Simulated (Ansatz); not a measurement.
# InP under strain — 115In NMR of the central transition

Cell: a COD entry, relaxed with PBE at fixed cell and then changed (z stretched by 1 %, ions relaxed).

```
CELL_PARAMETERS angstrom
0.00000 2.93435 2.96369
2.93435 0.00000 2.96369
2.93435 2.93435 0.00000
ATOMIC_POSITIONS crystal
In 0.00000 0.00000 0.00000
P 0.25000 0.25000 0.25000
```

Sites (sets of like atoms) are named by element and the number of their first atom in this list.

Method: Kohn–Sham DFT in Ansatz, PBE, plane waves and PAW, scalar-relativistic, 420 eV cutoff, Γ-centred 13×13×13 k-points, Fermi–Dirac smearing 0.02 eV.

115In has I = 9/2 and Q = 772.0 mb (Pyykkö 2018); at 18.8 T its Larmor frequency is ν₀ = 176.5 MHz (from the bare nuclear moment; shielding lowers the observed one by a per cent or two). Only the quadrupole interaction is simulated: positions count from each site's isotropic chemical shift, and J coupling is left out, as are shift anisotropy and dipolar coupling, which fast spinning averages.

(1) What does the 115In spectrum (fast magic-angle spinning) show for each site?

Answers

(1) 

```json
{"site": "In", "first shell": "4 P at 2.55 Å", "C_Q (MHz)": "-7.27", "η": "0.00", "P_Q (MHz)": "7.27", "δ_QIS (ppm)": "-2.36", "breadth (kHz)": "0.891"}
```

δ_QIS = −(ν_Q²/30ν₀²)[I(I+1) − 3/4](1 + η²/3) × 10⁶ ppm with ν_Q = 3|C_Q|/[2I(2I−1)]; it falls as 1/B₀² in ppm, and the breadth as 1/B₀ in kHz.

An axis of threefold or higher order runs through In, so V_zz lies along it and η is zero.

Without spin–orbit coupling (the program notes it for In) the gradients can shift somewhat, as the gap is small.

The relaxation (1 step) took 15 s of wall time (13 s of CPU time) and 0.57 GiB at its peak, on 1 thread of Intel Xeon Platinum 8488C (Sapphire Rapids) (x86_64; 16 cores open to the job, memory cap 3.0 GiB, no GPU), a shared host with a load of 0.4 a core.
